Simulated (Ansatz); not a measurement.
## A strain series on SrCl2 (fluorite): epitaxial in the xy plane

Fluorite SrCl2, relaxed with r2SCAN in the PAW code Ansatz, then strained (epitaxial in the xy plane; changes of length per length, axes as in the cell below) with the atoms relaxed again within the symmetry that is left. Space group Fm-3m (No. 225), cubic; conventional cell a = 6.995 Å, 28.53 Å³ an atom. Sr has 8 Cl at 3.03 Å; Cl has 4 Sr at 3.03 Å. Calculated for a static, non-magnetic cell.

```yaml
crystal:
  lattice:
    - [0.00000, 3.49772, 3.49772]
    - [3.49772, 0.00000, 3.49772]
    - [3.49772, 3.49772, 0.00000]
  atoms:
    - { symbol: Sr, position: [0.00000, 0.00000, 0.00000] }
    - { symbol: Cl, position: [0.25000, 0.25000, 0.25000] }
    - { symbol: Cl, position: [0.75000, 0.75000, 0.75000] }
```

Gaps are the least over each mesh (PBE 6×6×6, r2SCAN 6×6×6, HSE06 4×4×4 when unstrained) and the special points, which keep their unstrained names; stress is the change from the unstrained cell, compression positive.

```csv
strain (%),free normal strain (%),"gap, PBE (eV)","gap, r2SCAN (eV)","gap, HSE06 (eV)","edges, HSE06","in-plane stress, r2SCAN (GPa)","energy rise, r2SCAN (meV/atom)"
-4.09,+2.43,5.154,5.725,6.448,X → Γ,+3.88,26.5
-3.0,+1.72,5.261,5.828,6.549,X → Γ,+2.75,13.9
-1.5,+0.75,5.331,5.925,6.612,X → Γ,+1.32,3.4
0.0,0.00,5.312,5.937,6.591,X → Γ,0.00,0.0
+1.5,-0.75,5.122,5.743,6.395,X → Γ,-1.18,3.3
```

Between zero and the nearest strains the slope of the HSE06 gap against strain is -0.014 eV per percent for negative and -0.130 for positive strain. With r2SCAN the edges change from X → Γ (indirect) to X (direct) between -4.09 and -3.0 %. With r2SCAN the edges change from X (direct) to X → Γ (indirect) between -1.5 and 0.0 %.

The meshes of the hybrids are coarse, so their gaps aren't converged to the digits shown.
